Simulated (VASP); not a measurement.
A VASP 6.6.1 single-point calculation on MgS

INCAR

```
GGA = PE
EDIFF = 1E-7
LREAL = .FALSE.
SIGMA = 0.1
LCHARG = .FALSE.
NELM = 95
NSW = 0
LASPH = .TRUE.
NBANDS = 11
PREC = High
ENCUT = 520
ISMEAR = -5
IBRION = -1
LWAVE = .FALSE.
ISIF = 2
```

KPOINTS

```
KPOINTS created by Atomic Simulation Environment
0
Gamma
8 8 8
0 0 0
```

POSCAR

```
Mg S
 1.0000000000000000
     0.0000000000000000    2.6893329989999999    3.0092187957999998
     2.6893329989999999    0.0000000000000000    3.0092187957999998
     2.6893329989999999    2.6893329989999999    0.0000000000000000
 Mg  S
   1   1
Cartesian
  0.0000000000000000  0.0000000000000000  0.0000000000000000
  1.3446664994999997  1.3446664994999997  1.5046093978999997
```

The recommended PBE PAW datasets give the neutral cell 8 valence electrons.

Command

```
mpirun -np 1 vasp_std
```

Q: How does this run end, and what does it give?

A: It converged. Results: gap between bands v and c on the k mesh 3.45 eV; least direct gap on the k mesh 3.47 eV; pressure 3.2 GPa. Band v is the last that the valence electrons fill when counted band by band, and c is the next.

OSZICAR

```
N       E                     dE             d eps       ncg     rms          rms(c)
DAV:   1     0.238640889245E+02    0.23864E+02   -0.35375E+03  1322   0.586E+02
DAV:   2    -0.705747922897E+01   -0.30922E+02   -0.29954E+02  1620   0.997E+01
DAV:   3    -0.892048930744E+01   -0.18630E+01   -0.18602E+01  1632   0.262E+01
DAV:   4    -0.893478278612E+01   -0.14293E-01   -0.14292E-01  1606   0.275E+00
DAV:   5    -0.893495051056E+01   -0.16772E-03   -0.16772E-03  1647   0.293E-01    0.415E+00
DAV:   6    -0.844742724999E+01    0.48752E+00   -0.11748E+00  1439   0.410E+00    0.321E+00
DAV:   7    -0.841044654787E+01    0.36981E-01   -0.27788E-01  1563   0.218E+00    0.251E+00
DAV:   8    -0.841771093657E+01   -0.72644E-02   -0.23778E-02  1424   0.926E-01    0.145E+00
DAV:   9    -0.841681930548E+01    0.89163E-03   -0.26204E-03  1463   0.256E-01    0.436E-01
DAV:  10    -0.841698990581E+01   -0.17060E-03   -0.56742E-04  1510   0.114E-01    0.727E-02
DAV:  11    -0.841699808723E+01   -0.81814E-05   -0.47941E-05  1550   0.295E-02    0.482E-02
DAV:  12    -0.841699913849E+01   -0.10513E-05   -0.49022E-06  1529   0.114E-02    0.582E-03
DAV:  13    -0.841699912527E+01    0.13225E-07   -0.20694E-07  1559   0.231E-03
   1 F= -.84169991E+01 E0= -.84169991E+01  d E =0.000000E+00
```

Standard output (part)

```
POSCAR found type information on POSCAR MgS
 POSCAR found :  2 types and       2 ions
 LDA part: xc-table for (Slater+PW92), standard interpolation
 POSCAR, INCAR and KPOINTS ok, starting setup
 WAVECAR not read
 entering main loop
```

For comparison, a separate PBE run of the intended cell, on usual settings and not on those above, gives a gap of 3.45 eV on its mesh and a pressure of 3.2 GPa.
